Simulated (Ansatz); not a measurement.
**Relaxing AlCu$_{3}$**

Method: Ansatz, DFT r2SCAN, scalar-relativistic, plane waves, PAW. (500 eV cutoff, 16×16×16 k-mesh, Gaussian smearing of 0.10 eV, no spin polarisation)

What was changed: biaxial strain in the a-b plane, c and atoms relaxed: -4.5 %.

Command:

```bash
ansatz run input.yaml --threads 1 --pin off --max-ram 2560MiB --backend cpu --events-out ev --progress --plain --runs-dir out
```

Input:

```yaml
crystal:
  lattice:
    - [0.0, 2.7605912982, 2.7605912982]
    - [2.7605912982, 0.0, 2.7605912982]
    - [2.899343531, 2.899343531, -0.1387522328]
  atoms:
    - { symbol: Al, position: [0.0, 0.0, 0.0] }
    - { symbol: Cu, position: [0.5, 0.5, 0.5] }
    - { symbol: Cu, position: [0.249990002, 0.249990002, 0.250029994] }
    - { symbol: Cu, position: [0.750009998, 0.750009998, 0.749970006] }
basis:
  ecutwfc: 500
kpoints:
  mp_grid: { grid: [16, 16, 16] }
hamiltonian:
  xc: r2scan
scf:
  occupations: { method: gaussian, width: 0.1 }
output:
  forces: true
  stress: true
  eigenvalues: true
  write_density: true
  write_potential: true
  elf: true
  volumetric_format: npy
relax:
  adjacent_minimum: "off"
  f_tol: 0.008
  max_steps: 40
  cell: { stress_tol: 0.015, fix: [a, b, gamma] }
```

F is the free energy. Steps run on the plane waves of an earlier cell, but the last one, and at times one on the way, on a freshly chosen basis, so a repeated geometry can differ a little in energy. The held parts of the cell keep their stress, so P needn't end at zero.

Steps:

```tsv
step	F − F(1) (eV)	largest force component (eV/Å)	V (Å³/atom)	P (GPa)
1	0.0000	0.002	11.312	12.60
2	-0.0001	0.002	11.322	12.45
3	-0.0001	0.000	11.332	12.29
4	-0.0001	0.000	11.332	12.29
```

Relaxed structure:

```cif
data_structure
_symmetry_space_group_name_H-M 'P 1'
_symmetry_Int_Tables_number 1
_cell_length_a 3.9041
_cell_length_b 3.9041
_cell_length_c 4.1077
_cell_angle_alpha 61.627
_cell_angle_beta 61.627
_cell_angle_gamma 60.000
_cell_volume 45.33
loop_
_atom_site_label
_atom_site_type_symbol
_atom_site_fract_x
_atom_site_fract_y
_atom_site_fract_z
_atom_site_occupancy
Al1 Al 0.00000 0.00000 0.00000 1
Cu1 Cu 0.50000 0.50000 0.50000 1
Cu2 Cu 0.25003 0.25003 0.24991 1
Cu3 Cu 0.74997 0.74997 0.75009 1
```

The structure is trigonal, space group R-3m (No. 166). Conventional cell: a = 3.904 Å, b = 3.904 Å, c = 10.302 Å, α = 90.00°, β = 90.00°, γ = 120.00°. Al (site symmetry -3m) is surrounded by 8 Cu at 2.41 to 2.58 Å. Around Cu (site symmetry -3m) lie 8 Cu at 2.41 to 2.58 Å. Cu (site symmetry 3m) is surrounded by 4 Al at 2.41 to 2.58 Å and 4 Cu at 2.41 to 2.58 Å.

The run converged. It took 3.4 min on 1 thread of Intel(R) Xeon(R) 6975P-C (Granite Rapids) (shared host), peak memory 0.99 GiB.